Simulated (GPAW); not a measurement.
ZnSe (Stilleite):

```
Se Zn
1.0
     0.00000    2.83380    2.83380
     2.83380    0.00000    2.83380
     2.83380    2.83380    0.00000
Se Zn
1 1
Direct
  0.75000 0.75000 0.75000
  0.00000 0.00000 0.00000
```

* Program: GPAW 26.7.0
* Task: relaxation of cell and atoms
* Functional: PBE
* Potentials or basis: GPAW PAW data sets (gpaw-data 1.2.1)
* Cutoff: 600 eV
* Basis: pw
* k mesh: 8 × 8 × 8
* Occupations: fermi-dirac, width 0.05 eV
* Spin: no spin polarisation

At the start: pressure 2.1 GPa; volume 22.76 Å³/atom.

Where does the relaxation end?

Over 3 steps the energy falls by 5.0 meV/atom and the volume is 23.51 Å³/atom (+3.3 %); space group F-43m (No. 216, to 0.05 Å).

The path:
| step | energy change (eV) | largest force (eV/Å) | pressure (GPa) | volume (Å³) |
| --- | --- | --- | --- | --- |
| 1 | 0.0000 | 0.0000 | 2.09 | 45.51 |
| 2 | -0.0034 | 0.0000 | 1.67 | 45.80 |
| 3 | -0.0100 | 0.0000 | 0.06 | 47.02 |

Final structure:
```cif
data_structure
_symmetry_space_group_name_H-M 'P 1'
_symmetry_Int_Tables_number 1
_cell_length_a 4.0515
_cell_length_b 4.0515
_cell_length_c 4.0515
_cell_angle_alpha 60.000
_cell_angle_beta 60.000
_cell_angle_gamma 60.000
_cell_volume 47.02
loop_
_atom_site_label
_atom_site_type_symbol
_atom_site_fract_x
_atom_site_fract_y
_atom_site_fract_z
_atom_site_occupancy
Se1 Se 0.75000 0.75000 0.75000 1
Zn1 Zn 0.00000 0.00000 0.00000 1
```

Caveat: later steps reuse the first step's grids.
